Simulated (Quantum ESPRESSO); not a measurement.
**TaS2 in Quantum ESPRESSO: the effect of functional**

Crystal: TaS2.

```
CELL_PARAMETERS angstrom
3.35000 0.00000 0.00000
-1.67500 2.90119 0.00000
0.00000 0.00000 5.86000
ATOMIC_POSITIONS crystal
Ta 0.00000 0.00000 0.00000
S 0.33333 0.66667 0.25000
S 0.66667 0.33333 0.75000
```

Alike in all runs:

```yaml
Program: Quantum ESPRESSO 7.5
Task: single point
Potentials_or_basis: PseudoDojo 0.4.1 SR LDA stringent
Cutoff: 1796 eV
Density_cutoff: 7184 eV
k_mesh: 7 × 7 × 3
Occupations: gaussian, width 0.05 eV
Spin: collinear spin, ferromagnetic start
Starting_moments: "[1.0, 0.0, 0.0] μB"
Hubbard_terms: Ta d U = 6 eV
```

```tsv
functional	gap on the mesh (eV)	pressure (GPa)	largest force (eV/Å)
LDA	0.47	10.1	0.90
PBEsol	0.59	13.2	1.07
PBE	0.76	18.3	1.29
revPBE	0.83	20.4	1.33
RPBE	?	?	?
```

**Question.** What does the run with functional RPBE give?

**Answer.** gap on the mesh 0.85 eV; pressure 21.2 GPa; largest force 1.35 eV/Å.

Caveats: spin-orbit coupling is left out, which moves the levels of the heavy elements; an odd mesh through Γ misses points on the zone boundary, where band edges often lie; the potentials were made for another functional, which shifts forces and pressure (some runs); this functional lacks dispersion, which binds the layers, so the pressure and a relaxed spacing across them are unreliable (some runs).
